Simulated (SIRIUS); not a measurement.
Y:

```
CELL_PARAMETERS angstrom
3.64740 0.00000 0.00000
-1.82370 3.15874 0.00000
0.00000 0.00000 5.73060
ATOMIC_POSITIONS crystal
Y 0.66667 0.33333 0.75000
Y 0.33333 0.66667 0.25000
```

```yaml
Program: SIRIUS 7.12.0
Task: single point
Functional: PBEsol
Potentials_or_basis: all-electron FP-LAPW
Cutoff: 163 eV
Basis: apw+lo standard
k_mesh: 8 × 8 × 5
Occupations: fermi-dirac, width 0.05 eV
Spin: no spin polarisation
```

On this cell: largest force under 0.003 eV/Å; band gap on the k mesh none (metal or under the smearing width).

The same run follows on a disturbed copy (atoms moved at random):

```
Y
1.0
     3.64740    0.00000    0.00000
    -1.82370    3.15874    0.00000
     0.00000    0.00000    5.73060
Y
2
Direct
  0.67008 0.32178 0.75123
  0.33051 0.67413 0.25563
```

What changes?

The energy (extrapolated to zero smearing) moves by +2.2 meV/atom; largest force 0.117 eV/Å; band gap on the k mesh none (metal or under the smearing width).

Forces on the atoms (eV/Å):
```
Y   -0.059  0.066  0.078
Y    0.059 -0.066 -0.078
```
